The computed bulk modulus of cubic boron nitride, 371 GPa, is the row that looks wrong. Three measured values of the same quantity lie at 395 to 400 GPa. The calculation, made with the density functional PBE, thus gives a bulk modulus 6 to 7 % below the measurements: the computed crystal is too easy to compress.

Computed elastic constants of cubic BN (F-43m, two-atom cell) at zero temperature: Ansatz 0.2.0, DFT with the PBE functional, PAW, plane waves to 420 eV, 12×12×12 k mesh. The relaxed cell was strained with amplitude 0.002 and the atoms were relaxed under strain. Measured values were read from the cited papers by a program. The rows were drawn from a pool: of 90 crystals with a measured lattice constant, 2 whose relaxed edge lies over 5 % from it were taken for other phases and got no table, so the agreement shown is better than for the whole pool.

| row | computed constant (GPa) | what it is | measured constant (GPa) | label in the paper, method, sample | temperature of the measurement (K) | source |
| --- | --- | --- | --- | --- | --- | --- |
| 1 | 168 | C12 on the cell's Cartesian axes | n/a | n/a | n/a | n/a |
| 2 | 371.1 | bulk modulus (Hill) | n/a | n/a | n/a | n/a |
| 3 | n/a | n/a | 395 | isothermal B0 from Vinet fit to measured P-V data, H2005 ruby scale; x-ray diffraction in diamond anvil cell; bulk crystal | 295 | arXiv:cond-mat/0702656 (2007) |
| 4 | n/a | n/a | 395 | isothermal B0, Vinet fit; equation-of-state measurement; bulk crystal | 300 | arXiv:1208.3664 (2012) |
| 5 | n/a | n/a | 400 | B0 from Brillouin scattering; Brillouin scattering; bulk crystal | n/a | arXiv:cond-mat/0702656 (2007) |
| 6 | 441 | C44 on the cell's Cartesian axes | n/a | n/a | n/a | n/a |
| 7 | 778 | C11 on the cell's Cartesian axes | n/a | n/a | n/a | n/a |

The size of the gap shows that this is more than scatter. The values from compression and from Brillouin scattering, which are different routes, agree within 5 GPa, while the computed value falls short by 24 to 29 GPa. The two equal values of 395 GPa may go back to the same experiment, which the table does not settle, so they should not be counted as independent. Even so, the smallest shortfall is almost five times their spread.

The comparison must go by the name of the quantity, not by its size. The computed $C_{44}$ of 441 GPa also lies near the measured values, 10 to 12 % above them, but it is the resistance to a shear, which changes the angles between the cube edges. A bulk modulus is the resistance to a uniform squeeze. Pairing the two would turn a crystal that is too soft into one that seems too stiff.

The other two constants show what the squeeze tests. $C_{11}$ is the stress along a cube edge per unit strain along that edge, and $C_{12}$ is the stress that the same strain causes along the other two edges. If all three edges shrink by the same small fraction, each direction feels $C_{11}+2C_{12}$ times that fraction, and the volume shrinks by three times the fraction. Hence

$$B=\frac{C_{11}+2C_{12}}{3},$$

where $B$ is the bulk modulus. The measured values of $B$ require a sum of 1185 to 1200 GPa, and the calculation gives 1114 GPa. They fix only the sum, so the error cannot be assigned to $C_{11}$ or to $C_{12}$.

A uniform squeeze shortens every B–N bond and leaves the tetrahedral angles as they are. The bulk modulus therefore measures how sharply the energy curves when the bonds change length. The curve bends strongly on the short side, where the electrons are crowded together and their kinetic energy climbs, and bends less on the long side, where the bond begins to give way. A method that places the atoms slightly too far apart therefore reads the curvature where it is smaller and reports a softer crystal.

PBE tends to do just that. Its gradient correction lowers the energy of uneven electron densities, and the density becomes more uneven as atoms move apart. This cures much of the overbinding of simpler functionals, but in many solids it goes a little too far and leaves the bonds too long. For cubic boron nitride the computed volume exceeds the measured one by roughly 0.8 %, a recalled figure.

The effect on the stiffness can be estimated in two steps. Squeezing the computed crystal back to the measured volume takes a pressure of about $371\times0.008\approx3$ GPa. Under pressure $B$ rises by about 3.6 GPa per GPa, again a rough recalled value, so the squeeze would add $3.6\times3\approx11$ GPa. That is about 37 to 45 % of the shortfall. To explain all of it, the volume would have to be 1.7 to 2.1 % too large, as the output after this text shows.

The vibration of the atoms cannot explain the remainder. The calculation holds the atoms still, whereas in the real crystal they vibrate, even at absolute zero. Vibration swells the real crystal and so hides some of the error in the computed volume. It also softens the real crystal, so a fair comparison between two motionless crystals would show a larger shortfall as well as a larger volume error. The estimated share is therefore only rough, and the volume error could matter more than it suggests.

A useful next step is to repeat the elastic calculation with the cell fixed at the measured volume. If $B$ rises by about 11 GPa, the estimate holds and that part of the error belongs to the bond length. Before the rest is blamed on the functional, the run should be repeated with a higher wave cutoff, which was not varied here.

The computed $B$ overstates the volume change under a small uniform pressure by 6 to 8 %, since the fractional change is the pressure divided by $B$. This correction should not be carried over to $C_{44}$, because shear bends bonds as well as stretching them, and the measured values here test only the stretching.

For another crystal the same reasoning gives a quick first guess of the part that comes from the volume. This part of the fractional error in $B$ is roughly the fractional error in volume times the rise of $B$ per unit pressure, which is about 4 in many solids. A cell that is 1 % too large should thus make the crystal about 4 % too soft, and a cell that is too small should make it too stiff. The guess can miss much of the error: for cubic boron nitride it gives about 3 %, against a shortfall of 6 to 7 %.

The analysis program printed:

```
computed bulk modulus, GPa: 371.1
bulk modulus from C11 and C12 of the table, GPa: 371.3
deficit against the lowest measured value, GPa: 23.9
deficit against the highest measured value, GPa: 28.9
deficit against the lowest measured value, percent: 6.051
deficit against the highest measured value, percent: 7.225
spread of the measured values, GPa: 5
smaller deficit divided by the measured spread: 4.78
C11 plus twice C12, computed, GPa: 1114
the same sum needed for the lowest measured value, GPa: 1185
the same sum needed for the highest measured value, GPa: 1200
C44 less the highest measured bulk modulus, GPa: 41
volume excess that would explain the smaller deficit, percent: 1.749
volume excess that would explain the larger deficit, percent: 2.105
gain in B when the recalled volume excess is removed, GPa: 10.8
share of the smaller deficit, percent: 45.19
share of the larger deficit, percent: 37.37
pressure that would remove the recalled volume excess, GPa: 2.969
change of B by the residual stress of the cell, GPa: 0.0216
```
